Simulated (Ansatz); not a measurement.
Structure relaxation of TaSi3

Computed with DFT PBE, scalar-relativistic, plane waves, PAW in Ansatz. Cutoff 420 eV, Γ-centred k mesh, Gaussian smearing, no spin polarisation in the final step.

TaSi3 was placed on the A15 structure type (Pm-3n, No. 223), with Ta in place of Si, Si in place of Cr, at a guessed volume.

```xyz
8
Lattice="5.0287 0.0000 0.0000 0.0000 5.0287 0.0000 0.0000 0.0000 5.0287" Properties=species:S:1:pos:R:3 pbc="T T T"
Ta    0.0000    0.0000    0.0000
Ta    2.5143    2.5143    2.5143
Si    0.0000    2.5143    1.2572
Si    0.0000    2.5143    3.7715
Si    1.2572    0.0000    2.5143
Si    3.7715    0.0000    2.5143
Si    2.5143    3.7715    0.0000
Si    2.5143    1.2572    0.0000
```

Steps on the 4×4×4 mesh (8 atoms). 4 of 5 steps are shown, and the free energy counts from the last. Trial steps that were taken back and renewals of the plane-wave basis can be among the rows.

```json
{"step": "1", "ΔF (meV/atom)": "21.7", "V (Å³/atom)": "15.90", "P (GPa)": "-7.43"}
{"step": "2", "ΔF (meV/atom)": "10.1", "V (Å³/atom)": "14.44", "P (GPa)": "6.09"}
{"step": "3", "ΔF (meV/atom)": "0.0", "V (Å³/atom)": "15.06", "P (GPa)": "-0.52"}
{"step": "5", "ΔF (meV/atom)": "0.0", "V (Å³/atom)": "15.01", "P (GPa)": "-0.02"}
```

A final relaxation ran on a 8×8×8 mesh. The relaxed crystal, Pm-3n (No. 223):

```
Ta Si
1.0
     4.93450    0.00000    0.00000
     0.00000    4.93450    0.00000
     0.00000    0.00000    4.93450
Ta Si
2 6
Direct
  0.00000 0.00000 0.00000
  0.50000 0.50000 0.50000
  0.00000 0.50000 0.25000
  0.00000 0.50000 0.75000
  0.25000 0.00000 0.50000
  0.75000 0.00000 0.50000
  0.50000 0.75000 0.00000
  0.50000 0.25000 0.00000
```

```
Volume per atom          : 15.02 Å³
Density                  : 7.33 g/cm³
Energy over the elements : 0.10 eV/atom
Gap on the 8×8×8 mesh    : 0 eV (a metal)
```

Energies over the elements count from the elements' standard structures at the same level, with no empirical corrections.

The final run used a 8×8×8 mesh on its 8-atom cell and 0.10 eV smearing. For metals, differences of a few meV/atom aren't resolved. Spin–orbit coupling is left out.

Symmetry constrained the relaxation, so the result can be a saddle point.

Cost: 3 runs of about 0.74 core-minutes in all, on Arm Neoverse V1 (shared hosts).